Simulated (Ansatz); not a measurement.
## From the elastic tensor of GaP to moduli and sound speeds

Level of theory: Ansatz 0.2.0, DFT PBE0, scalar-relativistic, plane waves, PAW. Cutoff 420 eV, 6×6×6 k-points (Γ-centred), fixed occupations. No spin polarisation.

It takes space group F-43m (No. 216, cubic). Conventional cell: a = 5.460 Å, b = 5.460 Å, c = 5.460 Å, α = 90.00°, β = 90.00°, γ = 90.00°. Ga (site symmetry -43m) is surrounded by 4 P at 2.36 Å. P (site symmetry -43m) is surrounded by 4 Ga at 2.36 Å.

The cell is the ideal cubic zincblende prototype.

Relaxed-ion constants (GPa, on the Cartesian axes of the calculation):
```
144.0  62.0  62.0   0.0   0.0   0.0
 62.0 144.0  62.0   0.0   0.0   0.0
 62.0  62.0 144.0   0.0   0.0   0.0
  0.0   0.0   0.0  72.6   0.0   0.0
  0.0   0.0   0.0   0.0  72.6   0.0
  0.0   0.0   0.0   0.0   0.0  72.6
```

Density 4.108 g/cm³; 2 atoms in 40.70 Å³.

The values that follow are for a polycrystal of randomly turned grains, by Hill's mean where one number stands.

With S = C⁻¹: B_V = (C11+C22+C33+2(C12+C13+C23))/9, G_V = (C11+C22+C33−C12−C13−C23+3(C44+C55+C66))/15, 1/B_R = S11+S22+S33+2(S12+S13+S23), 15/G_R = 4(S11+S22+S33−S12−S13−S23)+3(S44+S55+S66); Hill is their mean. Then v_l = √((B+4G/3)/ρ), v_t = √(G/ρ), v_m = [(2/v_t³+1/v_l³)/3]^(−1/3) and Θ = (ħ/k_B)·v_m·(6π²n/V)^(1/3) for n atoms in the volume V; E = 9BG/(3B+G), ν = (3B−2G)/(2(3B+G)) and A^U = 5G_V/G_R + B_V/B_R − 6.

- Bulk modulus, Voigt / Reuss / Hill: 89.3 / 89.3 / 89.3 GPa
- Shear modulus, Voigt / Reuss / Hill: 60.0 / 55.5 / 57.7 GPa
- Young's modulus: 142 GPa
- Poisson ratio: 0.234
- Pugh ratio B/G: 1.55
- Universal anisotropy index: 0.40
- Longitudinal and transverse sound speeds: 6363 and 3749 m/s
- Debye temperature from the mean sound speed: 453 K

Cost: 1 run of about 35 core-minutes, on Arm Neoverse V2 (shared hosts).

GaP comes out as a stiff but clearly anisotropic solid in shear. C44, at 72.6 GPa, lies well above half the difference between C11 and C12, so Young's modulus is largest along the ⟨111⟩ bond directions and smallest along ⟨100⟩. The cause is the tetrahedral sp³ network. A volume-conserving tetragonal strain leaves the bond lengths unchanged to first order and is resisted mainly by bond-angle bending, whereas the shear governed by C44 also stretches and compresses bonds, even after the two sublattices have shifted to relieve part of the strain.

That C44 also exceeds C12 fits directional, largely covalent bonding. The low Pugh ratio points the same way and agrees with the known brittleness of GaP at ordinary temperatures, though such a ratio is only an empirical guide and says nothing direct about cleavage or dislocation motion. The constants meet the cubic conditions for stability against small homogeneous strains. The Debye temperature reflects the long-wavelength acoustic branches alone, so it doesn't establish dynamical stability across the Brillouin zone.
